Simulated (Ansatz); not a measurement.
# SnTe (F-43m) in Ansatz: further runs

One crystal, SnTe, is run at these levels: r2SCAN+D4, r2SCAN+rVV10, r2SCAN; tasks: relaxation of cell and atoms.

All numbers are computed with Ansatz 0.2.0; they aren't measurements. Logs are shortened: lines on timing, memory, paths and dates and some standing lists are left out, and cuts for length are marked.

## Step 1: The structure

It takes space group F-43m (No. 216, cubic). The conventional cell has a = 7.222 Å, b = 7.222 Å, c = 7.222 Å, α = 90.00°, β = 90.00°, γ = 90.00°. Around Te (site symmetry -43m) lie 4 Sn at 3.13 Å. Sn (site symmetry -43m) has 4 Te at 3.13 Å as nearest neighbours.

Measurements of this composition are mostly on another form, of space group No. 225.

## Step 2: Relaxation of cell and atoms, r2SCAN+D4

Contents of input.yaml:

```yaml
crystal:
  lattice:
    - [0.0, 3.611146, 3.611146]
    - [3.611146, 0.0, 3.611146]
    - [3.611146, 3.611146, 0.0]
  atoms:
    - { symbol: Te, position: [0.25, 0.25, 0.25] }
    - { symbol: Sn, position: [0.0, 0.0, 0.0] }
hamiltonian:
  xc: r2scan
  pseudopotentials: { kind: paw }
  dispersion: d4
kpoints:
  mp_grid: { grid: [7, 7, 7] }
scf:
  occupations: { method: fermi_dirac, width: 0.05 }
output:
  forces: true
  stress: true
  eigenvalues: true
relax:
  f_tol: 0.01
  max_steps: 40
  cell: { stress_tol: 0.05 }
```

Potentials or basis: Ansatz PAW.

Run with:

```console
$ ansatz run input.yaml --threads 2 --pin off --max-ram 5632MiB --backend cpu --events-out ev --progress --plain --runs-dir out
```

The log of the run:

```text
Warning: RAYON_NUM_THREADS=2 ignored (pool sized by the plan → 2); use --threads N
Engine: ansatz 0.2.0, aarch64-unknown-linux-gnu
Pseudopotentials: kind: paw
Pseudopotential: Te, paw, valence charge 16, recommended cutoff 500 eV (meta_gga), Te.paw.azcp
Pseudopotential: Sn, paw, valence charge 14, recommended cutoff 500 eV (meta_gga), Sn.paw.azcp
Functional definition: r2SCAN
  parameter k0 = 0.174
  parameter k1 = 0.065
  parameter a1 = 4.9479
  exchange = r2scan_x(k0 = k0, k1 = k1, a1 = a1)
  correlation = r2scan_c
Crystal: 2 atoms, lattice volume = 94.181 Å³
Basis set: ecut = 500 eV, 2421 PW (Γ), exchange–correlation on 160×160×160 points (64 copies of the dense FFT grid, shifted against one another)
Bands: 19, of which v1, the nominal top of the filled ones, is band 15 counted from 1 (14 counted from 0)
Symmetry: 24 space group operations
Space group: F-43m (ITA 216), of the structure as read, at distance tolerance 4.5e-5 Å
k-points: 20 of 343 (time reversal used)
Non-local potential: Te, projectors of the file, l = 0: 2, l = 1: 2, l = 2: 2, l = 3: 2
Non-local potential: Sn, projectors of the file, l = 0: 2, l = 1: 2, l = 2: 2, l = 3: 2
PAW form: soft (Blöchl's): semilocal exchange-correlation on the pseudo side does not see the compensation charge
PAW frozen core: Te, regenerated for the run's functional (the file was generated under x = pbe(κ = 0.804, μ = 0.2195149727645171), c = pbe(β = 0.06672455060314922))
PAW frozen core: Sn, regenerated for the run's functional (the file was generated under x = pbe(κ = 0.804, μ = 0.2195149727645171), c = pbe(β = 0.06672455060314922))
PAW one-centre angular grid: Te, 590 points (default); XC on 160 Gauss nodes
PAW one-centre angular grid: Sn, 590 points (default); XC on 249 of its mesh's 2787 points in the sphere
Initial density: superposition of atomic densities (neutral atoms: chi_scale 0, normalization atom), corrected by the library's trained network
Initial wavefunctions: pseudopotential atomic-orbital guess
Functional: x = r2scan, c = r2scan; τ floored in thin density (d = 2e-4 eV/Å³)
SCF iter   1: F=—  HF=-13033.584034 eV  |F-HF|=—  |Δ(HF+E_count)|=         —  Δρ=3.98e-3  dr2=2.67e-2  dr2_τ=7.45e-4  ethr=1.77e-3  ⟨swp⟩=6.5  Hψ=2049  notcnv=0
preconditioner: auto → none  [insulator: Δε(μ)=0.451 eV  Ē_g=8.220 eV  σ=0.050 eV  W_gap=0.97  n_scr=14 (ndim 8)  ℏωp=12.1 eV  f_vac=0.196  D(μ)=0.03/eV (n_scr^D=0)  ε∞_Penn≈3.2]
SCF iter   2: F=—  HF=-13033.581851 eV  |F-HF|=—  |Δ(HF+E_count)|=   2.18e-3  Δρ=1.40e-3  dr2=2.07e-3  dr2_τ=1.36e-4  ethr=8.90e-5  ⟨swp⟩=3.5  Hψ=850  notcnv=0
SCF iter   3: F=—  HF=-13033.581645 eV  |F-HF|=—  |Δ(HF+E_count)|=   2.06e-4  Δρ=7.02e-4  dr2=5.40e-4  dr2_τ=7.84e-6  ethr=6.88e-6  ⟨swp⟩=2.0  Hψ=680  notcnv=0
SCF iter   4: F=—  HF=-13033.581739 eV  |F-HF|=—  |Δ(HF+E_count)|=   9.38e-5  Δρ=3.57e-4  dr2=9.43e-5  dr2_τ=1.96e-6  ethr=1.80e-6  ⟨swp⟩=2.2  Hψ=489  notcnv=0
SCF iter   5: F=—  HF=-13033.581759 eV  |F-HF|=—  |Δ(HF+E_count)|=   2.00e-5  Δρ=9.74e-5  dr2=5.63e-6  dr2_τ=1.32e-7  ethr=3.14e-7  ⟨swp⟩=2.2  Hψ=608  notcnv=0
SCF iter   6: F=—  HF=-13033.581763 eV  |F-HF|=—  |Δ(HF+E_count)|=   3.72e-6  Δρ=1.14e-5  dr2=1.21e-7  dr2_τ=1.47e-9  ethr=1.88e-8  ⟨swp⟩=2.0  Hψ=580  notcnv=0
SCF iter   7: F=-13033.581763 eV  HF=-13033.581763 eV  |F-HF|=7.37e-10  |Δ(HF+E_count)|=   6.90e-8  Δρ=1.09e-6  dr2=5.94e-10  dr2_τ=3.91e-11  ethr=3.33e-10  ⟨swp⟩=6.0  Hψ=1694  notcnv=0
SCF 1 converged in 7 iterations: F = -13033.581763 eV  dr2 = 5.94e-10
relax step   1: F+E_penalty+E_count = -13033.58176298 eV  Δ(F+E_penalty+E_count) = +0.000e0 eV  max|allowed force component| = 3.238e-16 eV/Å  Δτ_max = 0.0000 Å  P = -0.931 GPa  Ω = 94.181 Å³  (7 SCF iters, dr2 threshold 1.00e-7 eV, accepted)
Crystal: 2 atoms, lattice volume = 90.754 Å³
Basis set: ecut = 500 eV, 2277 PW (Γ), exchange–correlation on 160×160×160 points (64 copies of the dense FFT grid, shifted against one another)
Initial density: handed on by an earlier stage of this run
Initial wavefunctions: those handed on with the density
iter 1 solved again at ethr=9.47e-6 eV; its pass at ethr=3.10e-3 eV (dr2=2.84e-3 eV) is discarded
SCF iter   1: F=—  HF=-13033.573792 eV  |F-HF|=—  |Δ(HF+E_count)|=         —  Δρ=1.03e-3  dr2=2.83e-3  dr2_τ=5.30e-3  ethr=9.47e-6  ⟨swp⟩=2.0  Hψ=2512  notcnv=0
preconditioner: auto → none  [insulator: Δε(μ)=0.281 eV  Ē_g=8.331 eV  σ=0.050 eV  W_gap=0.86  n_scr=14 (ndim 8)  ℏωp=12.3 eV  f_vac=0.192  D(μ)=0.15/eV (n_scr^D=0)  ε∞_Penn≈3.2]
SCF iter   2: F=—  HF=-13033.592035 eV  |F-HF|=—  |Δ(HF+E_count)|=   1.82e-2  Δρ=6.81e-4  dr2=1.35e-3  dr2_τ=1.84e-5  ethr=9.44e-6  ⟨swp⟩=2.2  Hψ=676  notcnv=0
SCF iter   3: F=—  HF=-13033.591685 eV  |F-HF|=—  |Δ(HF+E_count)|=   3.50e-4  Δρ=2.10e-4  dr2=1.00e-4  dr2_τ=8.69e-7  ethr=4.49e-6  ⟨swp⟩=2.0  Hψ=442  notcnv=0
SCF iter   4: F=—  HF=-13033.591703 eV  |F-HF|=—  |Δ(HF+E_count)|=   1.73e-5  Δρ=6.72e-5  dr2=9.79e-6  dr2_τ=2.61e-7  ethr=3.34e-7  ⟨swp⟩=2.0  Hψ=480  notcnv=0
SCF iter   5: F=—  HF=-13033.591701 eV  |F-HF|=—  |Δ(HF+E_count)|=   1.38e-6  Δρ=3.24e-5  dr2=2.70e-6  dr2_τ=1.51e-8  ethr=3.26e-8  ⟨swp⟩=1.1  Hψ=381  notcnv=0
SCF iter   6: F=-13033.591701 eV  HF=-13033.591701 eV  |F-HF|=1.15e-7  |Δ(HF+E_count)|=   5.81e-7  Δρ=8.97e-6  dr2=1.93e-7  dr2_τ=6.42e-10  ethr=6.67e-10  ⟨swp⟩=3.9  Hψ=1445  notcnv=0
SCF 2 converged in 6 iterations: F = -13033.591701 eV  dr2 = 1.93e-7
relax step   2: F+E_penalty+E_count = -13033.59170053 eV  Δ(F+E_penalty+E_count) = -9.938e-3 eV  max|allowed force component| = 3.053e-16 eV/Å  Δτ_max = 0.0000 Å  P = +0.055 GPa  Ω = 90.754 Å³  energy of the carried Pulay correction = +1.440e-4 eV  (6 SCF iters, dr2 threshold 2.00e-7 eV, accepted)
Crystal: 2 atoms, lattice volume = 90.939 Å³
iter 1 solved again at ethr=3.20e-8 eV; its pass at ethr=3.10e-3 eV (dr2=9.59e-6 eV) is discarded
SCF iter   1: F=—  HF=-13033.591661 eV  |F-HF|=—  |Δ(HF+E_count)|=         —  Δρ=5.22e-5  dr2=7.20e-6  dr2_τ=1.63e-5  ethr=3.20e-8  ⟨swp⟩=3.2  Hψ=2381  notcnv=0
preconditioner: auto → none  [insulator: Δε(μ)=0.316 eV  Ē_g=8.302 eV  σ=0.050 eV  W_gap=0.90  n_scr=14 (ndim 8)  ℏωp=12.3 eV  f_vac=0.198  D(μ)=0.11/eV (n_scr^D=0)  ε∞_Penn≈3.2]
SCF iter   2: F=—  HF=-13033.591724 eV  |F-HF|=—  |Δ(HF+E_count)|=   6.26e-5  Δρ=3.86e-5  dr2=4.36e-6  dr2_τ=5.25e-8  ethr=2.40e-8  ⟨swp⟩=2.4  Hψ=592  notcnv=0
SCF iter   3: F=—  HF=-13033.591723 eV  |F-HF|=—  |Δ(HF+E_count)|=   1.10e-6  Δρ=1.34e-5  dr2=4.19e-7  dr2_τ=2.97e-9  ethr=1.45e-8  ⟨swp⟩=2.0  Hψ=433  notcnv=0
SCF iter   4: F=—  HF=-13033.591723 eV  |F-HF|=—  |Δ(HF+E_count)|=   3.64e-8  Δρ=5.35e-6  dr2=6.69e-8  dr2_τ=1.42e-9  ethr=1.40e-9  ⟨swp⟩=2.0  Hψ=480  notcnv=0
SCF iter   5: F=—  HF=-13033.591723 eV  |F-HF|=—  |Δ(HF+E_count)|=   1.19e-8  Δρ=2.80e-6  dr2=2.10e-8  dr2_τ=7.64e-11  ethr=2.23e-10  ⟨swp⟩=1.0  Hψ=380  notcnv=0
SCF iter   6: F=-13033.591723 eV  HF=-13033.591723 eV  |F-HF|=1.20e-9  |Δ(HF+E_count)|=   4.64e-9  Δρ=8.90e-7  dr2=1.97e-9  dr2_τ=6.61e-12  ethr=2.53e-11  ⟨swp⟩=5.0  Hψ=1211  notcnv=0
SCF 3 converged in 6 iterations: F = -13033.591723 eV  dr2 = 1.97e-9
relax step   3: F+E_penalty+E_count = -13033.59172257 eV  Δ(F+E_penalty+E_count) = -2.203e-5 eV  max|allowed force component| = 3.007e-16 eV/Å  Δτ_max = 0.0000 Å  P = -0.004 GPa  Ω = 90.939 Å³  energy of the carried Pulay correction = +1.361e-4 eV  (6 SCF iters, dr2 threshold 7.60e-9 eV, accepted)
Initial wavefunctions: pseudopotential atomic-orbital guess (no wavefunctions were taken with the density)
iter 1 solved again at ethr=3.96e-7 eV; its pass at ethr=3.10e-3 eV (dr2=1.19e-4 eV) is discarded
SCF iter   1: F=—  HF=-13033.591606 eV  |F-HF|=—  |Δ(HF+E_count)|=         —  Δρ=1.12e-5  dr2=1.42e-8  dr2_τ=1.23e-7  ethr=3.96e-7  ⟨swp⟩=3.0  Hψ=3113  notcnv=0
eigensolver tolerance schedule: the retry pair's looser diagonalisation over-reported the residual by 8372.43 of it (diagonalisation noise at an unbounded share of the residual, at the tolerance the schedule requests for it); recorded, not acted on — ethr = c·dr2/N_el stays at c = 1.0e-1
preconditioner: auto → none  [insulator: Δε(μ)=0.314 eV  Ē_g=8.304 eV  σ=0.050 eV  W_gap=0.90  n_scr=14 (ndim 8)  ℏωp=12.3 eV  f_vac=0.198  D(μ)=0.11/eV (n_scr^D=0)  ε∞_Penn≈3.2]
SCF iter   2: F=—  HF=-13033.591609 eV  |F-HF|=—  |Δ(HF+E_count)|=   2.64e-6  Δρ=5.55e-6  dr2=4.04e-9  dr2_τ=1.42e-9  ethr=4.73e-11  ⟨swp⟩=3.6  Hψ=924  notcnv=0
SCF iter   3: F=—  HF=-13033.591609 eV  |F-HF|=—  |Δ(HF+E_count)|=   1.79e-8  Δρ=8.80e-7  dr2=1.77e-9  dr2_τ=1.30e-11  ethr=1.35e-11  ⟨swp⟩=3.0  Hψ=695  notcnv=0
SCF iter   4: F=—  HF=-13033.591609 eV  |F-HF|=—  |Δ(HF+E_count)|=  5.17e-10  Δρ=2.76e-7  dr2=2.36e-11  dr2_τ=4.10e-12  ethr=5.89e-12  ⟨swp⟩=2.0  Hψ=579  notcnv=0
SCF iter   5: F=-13033.591609 eV  HF=-13033.591609 eV  |F-HF|=7.28e-12  |Δ(HF+E_count)|=  6.18e-11  Δρ=9.60e-8  dr2=3.75e-12  dr2_τ=4.04e-13  ethr=1.00e-12  ⟨swp⟩=6.7  Hψ=1743  notcnv=0
SCF 4 converged in 5 iterations: F = -13033.591609 eV  dr2 = 3.75e-12
relax step   4: F+E_penalty+E_count = -13033.59160857 eV  Δ(F+E_penalty+E_count) = +1.140e-4 eV  max|allowed force component| = 3.747e-16 eV/Å  Δτ_max = 0.0000 Å  P = -0.006 GPa  Ω = 90.939 Å³  stress off target by 5.72e-3 GPa  SCF on the basis re-selected at this cell (its energy is not comparable with the rows above)  (5 SCF iters)
basis re-selected at this cell: Δ(F+E_penalty+E_count) = +1.140e-4 eV, ΔP = -0.002 GPa vs the last step (what re-selecting the basis moved, of the pressure what is left beyond the Pulay correction that the steps carried, after the strain that the cell walked since its last selection, with what the two solves' SCF thresholds leave and, on support functions, any second-order correction that the steps lacked; it is no measure of the basis error at this ecutwfc). This SCF's stress stands 5.72e-3 GPa from its target on what of the cell is left free (relax.cell.stress_tol is 5.00e-2 GPa) and its largest allowed force component is 3.75e-16 eV/Å (relax.f_tol is 1.00e-2 eV/Å): within both
SCF converged after 5 iterations
Free energy (F): -13033.591609 eV
Harris-Foulkes:  -13033.591609 eV  (|F-HF|=7.28e-12)
Internal energy: -13033.590312 eV  (E = F + TS)
E sigma→0 (E₀):  -13033.590960 eV
Entropy (-TS):   -0.001297 eV (-0.648 meV/atom)
Fermi energy:    5.306628 eV
--- Per-component energies (eV) ---
  E_band       = -496.910185
  E_kinetic    = 363.968330
  E_local      = -2975.157874  (includes V_loc(G=0)·N_el)
  E_nonlocal   = -343.912616
  E_hartree    = 1704.185471
  E_xc         = -489.953722
  E_vxc        = -216.109678  (∫ρ·V_xc dr)
  E_paw        = -8840.976748  (= ΣΔE_a)
  E_vpaw       = -747.830546  (= ΣTr[D̂ρ^β])
  E_aug_tail   = -0.000036  (compensation charges beyond the density's cutoff)
  E_vtau       = 13.761304  (kinetic-family band-sum trace: ∫τ·v_τ [+ j·A + Jᵃ·Aᵃ] dr)
  E_ewald      = -2452.536445
  E_disp       = -0.226848  (pairwise vdW)
  E_core_change = 1.020175  (= ΣΔE_core)
  E_smearing   = -0.001297  (= −TS)
  E_closure    = -0.000000  (closes the sum)
  Σ components = -13033.591609   (vs F -13033.591609, Δ=0.00e0)
--- Forces (eV/Å), atoms counted from 1 ---
  atom   1  Te     0.00000000    -0.00000000    -0.00000000
  atom   2  Sn    -0.00000000     0.00000000     0.00000000
  max |Σ_I F_I| component: 5.46e-16 eV/Å
--- Stress (GPa, compression-positive) ---
       -0.005721      -0.000000      -0.000000
       -0.000000      -0.005721      -0.000000
       -0.000000      -0.000000      -0.005721
  P = ⅓ Tr σ = -0.0057 GPa (-0.057 kbar)
--- Band table (eV; the first three rows and the last of 20) ---
  k-point 0: bands = ["-32.3780", "-32.3780", "-32.3780", "-32.3740", "-32.3740", "-17.3413", "-17.3413", "-17.3413", "-17.3289", "-17.3289", "-6.9795", "0.1633", "3.0559", "3.0559", "3.0559", "6.3252", "6.3252", "6.3252", "9.5625"]
  k-point 1: bands = ["-32.3780", "-32.3780", "-32.3780", "-32.3740", "-32.3740", "-17.3417", "-17.3410", "-17.3410", "-17.3289", "-17.3289", "-6.8810", "-0.3720", "2.9223", "2.9223", "3.2431", "6.5268", "6.5505", "6.5505", "10.2019"]
  k-point 2: bands = ["-32.3780", "-32.3779", "-32.3779", "-32.3740", "-32.3740", "-17.3425", "-17.3402", "-17.3402", "-17.3288", "-17.3288", "-6.6306", "-1.3284", "2.6715", "2.6715", "3.2710", "6.9533", "6.9533", "7.4739", "10.9297"]
  k-point 19: bands = ["-32.3780", "-32.3779", "-32.3778", "-32.3740", "-32.3739", "-17.3447", "-17.3387", "-17.3377", "-17.3293", "-17.3284", "-6.1056", "-2.4514", "1.3717", "1.8061", "5.1130", "6.8341", "7.8047", "8.6391", "10.5463"]
--- Relaxed structure (3 steps of the walk, 3 accepted, 1 SCFs on fresh bases) ---
  F+E_penalty+E_count = -13033.59160857 eV   max|allowed force component| = 3.747e-16 eV/Å   (the final SCF, on the basis selected at the relaxed cell)
  cell:  # Å, volume = 90.9387 Å³
    - [1.168750960045426e-33, 3.56921684197886, 3.56921684197886]
    - [3.56921684197886, -8.283164160975893e-33, 3.56921684197886]
    - [3.56921684197886, 3.56921684197886, -5.0189414524021554e-33]
  atoms:
    - { symbol: Te, position: [0.25, 0.25, 0.25] }
    - { symbol: Sn, position: [3.0094216480336317e-33, -2.4216483226469636e-33, -3.2671974731559516e-33] }
```

Run time: 23 s. Hardware: 2 threads of Arm Neoverse V1, shared host; peak memory 0.6 GiB.

Results:

```
Free energy                            : -13033.5916 eV
Relaxed volume                         : 45.47 Å³/atom
Relaxed cell                           : a = 5.048 Å, b = 5.048 Å, c = 5.048 Å, α = 60.00°, β = 60.00°, γ = 60.00°
Space group after relaxing (to 0.05 Å) : F-43m (No. 216)
Energy gained by relaxing              : 4.9 meV/atom
Ionic steps                            : 4
Pressure after relaxing                : 0.0 GPa
Band gap on the k mesh                 : 0.31 eV, indirect (least direct gap 0.89 eV)
```

Step by step:
```tsv
step	energy change (eV)	largest force (eV/Å)	volume (Å³)
1	0.0000	0.0000	94.18
2	-0.0099	0.0000	90.75
3	-0.0100	0.0000	90.94
4	-0.0098	0.0000	90.94
```

Final structure:
```
Te Sn
1.0
     0.00000    3.56922    3.56922
     3.56922    0.00000    3.56922
     3.56922    3.56922    0.00000
Te Sn
1 1
Direct
  0.25000 0.25000 0.25000
  0.00000 0.00000 0.00000
```

Levels at points of the mesh, in eV from the valence-band top:
```
           k point  band 13  band 14  band 15  band 16  band 17  band 18
(0.00, 0.00, 0.00)    -2.06    -2.06    -2.06     1.21     1.21     1.21
```

Caveat: odd divisions of the mesh miss points on the zone boundary, where band edges often lie, so the gap on the mesh can be too wide; the plane-wave basis is chosen anew once the cell has moved, so the energies of steps on either side of that aren't comparable; spin-orbit coupling is left out, which moves the levels of the heavy elements; the PAW data sets come from PBE, with cores solved anew for the run's functional, which leaves a small shift of forces and pressure.

(Continued in part 2 of 2.)
